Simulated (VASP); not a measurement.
A run of VASP 6.6.1 is set up as follows.

Contents of INCAR:

```
SYSTEM = Li15O8
ALGO = Fast ; EDIFF = 1E-6
ENCUT = 520 ; GGA = CA
ISIF = 2 ; ISMEAR = -1
LASPH = .TRUE. ; LCHARG = .FALSE.
LREAL = Auto ; LWAVE = .FALSE.
NBANDS = 64 ; NELECT = 94.0
NELM = 100 ; PREC = Accurate
SIGMA = 0.05
```

The input KPOINTS:

```
k-points
0
G
  2 2 2
  0 0 0
```

File POSCAR:

```
Li15O8
1.0
    0.0000000000      4.7022000000      4.7022000000
    4.7022000000      0.0000000000      4.7022000000
    4.7022000000      4.7022000000      0.0000000000
Li O
15 8
Direct
    0.1045999745      0.1427735953      0.0979222492
    0.2567734252      0.1922717026      0.3477308494
    0.3368210625      0.4099995747      0.9496618604
    0.3596614351      0.5166305134      0.2881629875
    0.4300965506      0.8398834588      0.2827825273
    0.1585215431      0.6557781464      0.6122665986
    0.3835970397      0.8577155374      0.7966164774
    0.7490855344      0.1527051168      0.1639339033
    0.9091382757      0.4159436009      0.2919803496
    0.5593658288      0.1495576539      0.6672514993
    0.8924652290      0.3325783676      0.7810705627
    0.7453213389      0.5759750755      0.0550274340
    0.8936348943      0.7821126281      0.2715431075
    0.6473033899      0.6007294458      0.5890115265
    0.9454085322      0.9457275318      0.7541788950
    0.0893517928      0.0518374378     -0.1617859725
    0.1149887287      0.0160350474      0.3890731998
    0.0119199524      0.6272914806     -0.1037280422
    0.0112181532      0.4718748671      0.4578814172
    0.4453872655      0.0715197142     -0.0121857854
    0.5200969759      0.0135255838      0.4613159798
    0.6026221769      0.5271681341     -0.0681702182
    0.4798498575      0.5389073200      0.4685147378
```

Potentials or basis: VASP PAW LDA potentials, release 64 (Li_sv, O).

The run is started by

```console
$ cat potpaw_LDA.64/Li_sv/POTCAR potpaw_LDA.64/O/POTCAR > POTCAR
$ mpirun -np 1 vasp_std > vasp.out
```

**Question.** Estimate the largest force.

**Answer.** 4.088 eV/Å.

**Question.** What does it give for the band gap on the k mesh?

**Answer.** 2.75 eV, indirect (least direct gap 2.76 eV).

Forces in eV/Å, atoms in the order of the input:
```
Li  -2.522  0.336  1.226
Li   0.752  1.805 -0.189
Li  -0.610 -0.460  0.595
Li  -0.347 -0.135 -0.582
Li   1.025 -0.621  1.114
Li  -1.258 -1.313  0.653
Li   0.161  0.337  0.500
Li   0.573 -1.336 -0.956
Li   0.344  1.017 -0.427
Li  -0.314 -1.278  0.026
Li  -0.109 -0.613  1.376
Li   0.612 -2.206 -0.055
Li  -0.259  0.124  0.622
Li   0.587 -0.158 -0.026
Li   0.386  0.168  0.755
O    2.744  1.522 -2.620
O    1.696 -1.458 -3.118
O    1.121  3.303 -2.029
O   -0.353 -1.596  1.404
O   -0.351  0.077  1.597
O   -1.861  1.061  1.616
O    0.070 -0.261 -2.122
O   -2.087  1.684  0.641
```

Caveat: the k mesh is coarse (spacing up to 0.58 Å⁻¹), so the values aren't converged; the cell carries a net charge on a neutralising background, which shifts energy and pressure; the cell is charged against a uniform background, so pressure and absolute levels hang on convention. A hybrid or GW would open this gap; LDA tends to underestimate it.
